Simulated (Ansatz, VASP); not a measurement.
# MgO (Periclase): VASP beside Ansatz

Contents of INCAR:

```
SYSTEM = MgO
PREC = Accurate
ENCUT = 520
EDIFF = 1E-6
ISMEAR = 0
SIGMA = 0.01
LREAL = .FALSE.
LASPH = .TRUE.
NELM = 60
ALGO = Normal
ISIF = 2
LWAVE = .FALSE.
LCHARG = .TRUE.
GGA = PE
LELF = .TRUE.
LVHAR = .TRUE.
NBANDS = 11
```

File KPOINTS:

```
Automatic mesh
0
G
  8 8 8
  0 0 0
```

File POSCAR:

```
MgO
1.0
    0.0000000000      2.1021680256      2.1021680256
    2.1021680256      0.0000000000      2.1021680256
    2.1021680256      2.1021680256      0.0000000000
Mg O
1 1
Direct
    0.0000000000      0.0000000000      0.0000000000
    0.5000000000      0.5000000000      0.5000000000
```

Input for Ansatz:

```yaml
crystal:
  lattice:
    - [0.0, 2.1021680256, 2.1021680256]
    - [2.1021680256, 0.0, 2.1021680256]
    - [2.1021680256, 2.1021680256, 0.0]
  atoms:
    - { symbol: Mg, position: [0.0, 0.0, 0.0] }
    - { symbol: O, position: [0.5, 0.5, 0.5] }
kpoints:
  mp_grid: { grid: [8, 8, 8] }
hamiltonian:
  xc: pbe
scf:
  occupations: { method: fixed }
output:
  optics:
    e_range: [0, 20]
    de: 0.05
    sigma: 0.1
    bands: { spectra_wanted_up_to: 20 }
```

Alike in both runs: task single point; functional PBE; k mesh 8 × 8 × 8; no spin polarisation.

|  | VASP | Ansatz |
| --- | --- | --- |
| version | VASP 6.6.1 | Ansatz 0.2.0 |
| potentials or method | VASP PAW PBE potentials, release 64 (Mg, O) | plane waves, PAW |
| plane-wave cutoff (eV) | 520 | 420 |
| occupations | gaussian, width 0.01 eV | fixed |
| valence electrons in the cell | 8 | 16 |

VASP gave:

| Property | Result |
| --- | --- |
| gap on the k mesh at the Fermi level (eV) | 4.78 |

Q: What did Ansatz give for the same quantities?

A: gap on the k mesh at the Fermi level (eV): 4.80.

The two sets of potentials don't hold the same shells in valence.
